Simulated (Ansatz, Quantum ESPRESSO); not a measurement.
**NaCl (Pm-3m): a worked LO-TO splitting**

How high does the longitudinal optical mode of NaCl (Pm-3m) lie, given the transverse one, the Born charge and ε∞?

Main program and level: Quantum ESPRESSO 8.0 development, patched; DFT LDA, scalar-relativistic, plane waves, PseudoDojo norm-conserving pseudopotentials.

## 1. The relaxed structure

Symmetry: Pm-3m, No. 221, cubic system. Conventional cell: a = 3.370 Å, b = 3.370 Å, c = 3.370 Å, α = 90.00°, β = 90.00°, γ = 90.00°. Nearest to Na lie 8 Cl at 2.92 Å. Nearest to Cl lie 8 Na at 2.92 Å. Farther neighbours and most contacts between anions are not listed.

Structure file:

```cif
data_structure
_symmetry_space_group_name_H-M 'Pm-3m'
_symmetry_Int_Tables_number 221
_cell_length_a 3.3695
_cell_length_b 3.3695
_cell_length_c 3.3695
_cell_angle_alpha 90.000
_cell_angle_beta 90.000
_cell_angle_gamma 90.000
_cell_volume 38.26
loop_
_atom_site_label
_atom_site_type_symbol
_atom_site_symmetry_multiplicity
_atom_site_Wyckoff_symbol
_atom_site_fract_x
_atom_site_fract_y
_atom_site_fract_z
_atom_site_occupancy
Na1 Na 1 a 0.00000 0.00000 0.00000 1
Cl1 Cl 1 b 0.50000 0.50000 0.50000 1
```

This is the cell after its relaxation at this level of theory, not the database cell from which that began.

## 2. What the response run gave

A linear-response run on the relaxed cell, with the response to an electric field; only its zone-centre results are used. Cutoff 88 Ry, k mesh 8×8×8.

The log of the run:

```text
[banners, grids, parts of the stress and lines that vanish by symmetry left out]
Program PHONON v.8.0dev
     Dynamical matrices for q-points given in input
     (   1q-points):
[...]
Exchange-correlation= PW
                           (   1   4   0   0   0   0   0)
[...]
kinetic-energy cut-off    =      88.0000  Ry
     charge density cut-off    =     352.0000  Ry
     convergence threshold     =      1.0E-18
[...]
Exchange-correlation= PW
                           (   1   4   0   0   0   0   0)
[...]
q = (   0.0000000   0.0000000   0.0000000 )
     49 Sym.Ops. (with q -> -q+G )
     G cutoff =  361.5048  (  28671 G-vectors)     FFT grid: ( 40, 40, 40)
     number of k points=    35
[...]
Mode symmetry, O_h (m-3m)  point group:
[...]
Dielectric constant
[...]
End of electric fields calculation
          Dielectric constant in cartesian axis
          (       2.900691805       0.000000000       0.000000000 )
          (       0.000000000       2.900691805       0.000000000 )
          (       0.000000000       0.000000000       2.900691805 )
          Effective charges (d Force / dE) in cartesian axis without acoustic sum rule applied (asr)
           atom    1  Na    Mean Z*:        1.16936
      Ex  (        1.16936        0.00000        0.00000 )
      Ey  (        0.00000        1.16936        0.00000 )
      Ez  (        0.00000        0.00000        1.16936 )
           atom    2  Cl    Mean Z*:       -1.17068
      Ex  (       -1.17068        0.00000        0.00000 )
      Ey  (        0.00000       -1.17068        0.00000 )
      Ez  (        0.00000        0.00000       -1.17068 )
          Effective charges Sum: Mean:       -0.00132
[...]
Effective charges (d Force / dE) in cartesian axis with asr applied:
           atom    1  Na    Mean Z*:        1.17002
[...]
atom    2  Cl    Mean Z*:       -1.17002
[...]
Dielectric constant from finite-differences
          (       2.900677734       0.000000000       0.000000000 )
          (       0.000000000       2.900677734       0.000000000 )
          (       0.000000000       0.000000000       2.900677734 )
[...]
(       0.000000000       0.000000000       0.000000000 )
          (       0.000000000       0.000000000      -0.000000000 )
          (       0.000000000       0.000000000       0.000000000 )
          (       0.000000000       0.000000000       0.000000000 )
          (       0.000000000       0.000000000       0.000000000 )
          (       0.000000000       0.000000000       0.000000000 )
          (       0.000000000       0.000000000       0.000000000 )
          (       0.000000000       0.000000000       0.000000000 )
[...]
(       0.000000000       0.000000000       0.000000000 )
          (       0.000000000       0.000000000       0.000000000 )
          (       0.000000000      -0.000000000       0.000000000 )
          (      -0.000000000       0.000000000       0.000000000 )
          (       0.000000000       0.000000000       0.000000000 )
[...]
Representation #   1 modes #   1   2   3
[...]
End of self-consistent calculation
     Convergence has been achieved
     Representation #   2 modes #   4   5   6
[...]
End of self-consistent calculation
     Convergence has been achieved
[...]
Dielectric constant in cartesian axis
          (       2.900691805       0.000000000       0.000000000 )
          (       0.000000000       2.900691805       0.000000000 )
          (       0.000000000       0.000000000       2.900691805 )
          Effective charges (d Force / dE) in cartesian axis without acoustic sum rule applied (asr)
           atom    1  Na    Mean Z*:        1.16936
      Ex  (        1.16936        0.00000        0.00000 )
      Ey  (        0.00000        1.16936        0.00000 )
      Ez  (        0.00000        0.00000        1.16936 )
           atom    2  Cl    Mean Z*:       -1.17068
      Ex  (       -1.17068        0.00000        0.00000 )
      Ey  (        0.00000       -1.17068        0.00000 )
      Ez  (        0.00000        0.00000       -1.17068 )
          Effective charges Sum: Mean:       -0.00132
[...]
Effective charges (d Force / dE) in cartesian axis with asr applied:
           atom    1  Na    Mean Z*:        1.17002
[...]
atom    2  Cl    Mean Z*:       -1.17002
[...]
q = (    0.000000000   0.000000000   0.000000000 )
[...]
freq (    1) =       0.360322 [THz] =      12.019051 [cm-1]
     freq (    2) =       0.360322 [THz] =      12.019051 [cm-1]
     freq (    3) =       0.360322 [THz] =      12.019051 [cm-1]
     freq (    4) =       3.425160 [THz] =     114.251037 [cm-1]
     freq (    5) =       3.425160 [THz] =     114.251037 [cm-1]
     freq (    6) =       3.425160 [THz] =     114.251037 [cm-1]
[...]
Mode symmetry, O_h (m-3m)  point group:
     freq (   1-   3) =         12.0  [cm-1]   --> T_1u G_15  G_4- I
     freq (   4-   6) =        114.3  [cm-1]   --> T_1u G_15  G_4- I

   JOB DONE.
```

```tsv
quantity	value
cell volume Ω (Å³)	38.256
mass of Na (u)	22.990
mass of Cl (u)	35.450
Born charge of Na, raw (e)	1.169
Born charge of Cl, raw (e)	-1.171
ε∞	2.901
ω(TO) after the sum rule (cm⁻¹)	113.2
```

## 3. The calculation

The charges must sum to zero over the cell; taking off their mean, -0.001 e, leaves Z* = 1.170 e on Na. In the polar mode Na moves against Cl, so the reduced mass is μ = 22.99 × 35.45 / 58.44 = 13.946 u.

A longitudinal wave builds up a field that adds to the restoring force: ω(LO)² = ω(TO)² + 4π Z*² / (μ Ω ε∞), in Hartree atomic units. With μ = 25422 electron masses and Ω = 258.16 bohr³ the second term is 9.0368e-07 Ha², or 43530 cm⁻² (1 Ha = 219474.6 cm⁻¹).

So ω(LO) = √(12823 + 43530) = 237.4 cm⁻¹, and by the Lyddane-Sachs-Teller relation ε₀ = ε∞ (ω(LO)/ω(TO))² = 12.75.

## 4. Check against the program

The analysis program adds the same non-analytic term to the full matrix, here for q along (1 0 0).

The log of the run:

```text
[banner, memory and clock lines left out]
Program DYNMAT v.8.0dev

     Reading Dynamical Matrix from file g.dyn
     ...Force constants read
     ...epsilon and Z* read
     ...Raman cross sections read

     Polarizability (A^3 units)
     multiply by 0.612158 for Clausius-Mossotti correction (not under assume_isolated = 'mt')
         5.786313    0.000000    0.000000
         0.000000    5.786313    0.000000
         0.000000    0.000000    5.786313

     IR activities are in (D/A)^2/amu units

# mode   [cm-1]    [THz]      IR
    1     -0.00   -0.0000    0.0000
    2     -0.00   -0.0000    0.0000
    3      0.00    0.0000    0.0000
    4    113.24    3.3950    2.2647
    5    113.24    3.3950    2.2647
    6    237.39    7.1166    2.2647
```

ε₀ comes from the program's run without a direction of q.

```tsv
quantity	by hand	program
ω(LO) (cm⁻¹)	237.4	237.4
ε₀	12.75	12.75
```

## 5. Results

- TO mode: 113.2 cm⁻¹
- LO mode: 237.4 cm⁻¹
- static dielectric constant: 12.75

**Reading.** The LO mode of NaCl (Pm-3m) lies at 237 cm⁻¹, 124 cm⁻¹ above the TO mode; the formula meets the program within 0.1 cm⁻¹, as it must for a cubic crystal with one polar mode. ω(LO)² − ω(TO)² goes with Z*²/ε∞: an error of 5 % in ε∞ would move the LO mode by 4.4 cm⁻¹, and semilocal functionals tend to overestimate ε∞. The acoustic modes of the response miss zero by 12 cm⁻¹, a numerical error that can touch the optical modes as well. These are harmonic values at zero temperature, at the volume of this functional, for the structure held cubic; stability elsewhere in the zone is no part of this calculation.

[Host names and launcher messages were left out of these logs when they were recorded.]

[Logs are printed without paths, hosts, clocks, repeated set-up lines and the standing remarks that a program may print on its own settings, such as how far it seeks lower states.]

[Hosts, paths, dates, database ids (printed as entryN), source tags and the programs' standing remarks are cut or masked in the printed files.]
